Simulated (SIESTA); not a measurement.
# CdSe under changes of volume

One of the cells (28.942 Å³/atom); the others are scaled copies at fixed shape and fractional positions:

```
Cd Se
1.0
     0.00000    3.07027    3.07027
     3.07027    0.00000    3.07027
     3.07027    3.07027    0.00000
Cd Se
1 1
Direct
  0.00000 0.00000 0.00000
  0.25000 0.25000 0.25000
```

Measurements of this composition are mostly on another form, of space group No. 186.

* Program: SIESTA 5.4.2
* Functional: LDA
* Potentials or basis: PseudoDojo 0.4 standard (LDA files)
* Basis: DZP (energy shift 0.003 Ry; two zetas on semicore shells)
* Grid cutoff: 800 Ry
* Energy shift: 0.003 Ry
* k mesh: 8 × 8 × 8
* Occupations: fermi-dirac, width 0.05 eV
* Spin: no spin polarisation

```csv
volume (Å³/atom),energy over the lowest point (meV/atom),pressure (GPa),gap on the mesh (eV)
27.206,0.00,0.2,0.69
27.784,1.72,-1.1,0.63
28.363,7.53,-2.1,0.58
28.942,16.86,-3.1,0.52
29.521,?,?,?
30.100,44.85,-4.6,0.42
30.679,62.69,-5.3,0.37
```

Task: What does the run at 29.521 Å³/atom give?

Result: Energy over the lowest point 29.46 meV/atom; pressure -3.9 GPa; gap on the mesh 0.47 eV.

Worked out: A Birch-Murnaghan fit of order 3 (a polynomial in V^(-2/3)) to the other rows has its minimum at 27.27 Å³/atom with B0 = V·E''(V) = 59 GPa and B' = 4.8. It gives 29.45 meV/atom at 29.521 Å³/atom, against the run's 29.46, and -dE/dV = -3.9 GPa, against -3.9. A straight line through the other rows of the gap, of slope -2.66 eV per unit of ln V (its deformation potential), gives 0.47 eV, against the run's 0.47.

Energies are extrapolated to zero smearing.

Caveats: the basis of atomic orbitals isn't converged, which shifts pressures, moduli and gaps.

A mesh can miss the band edges. Spin-orbit coupling on Cd, Se is left out.
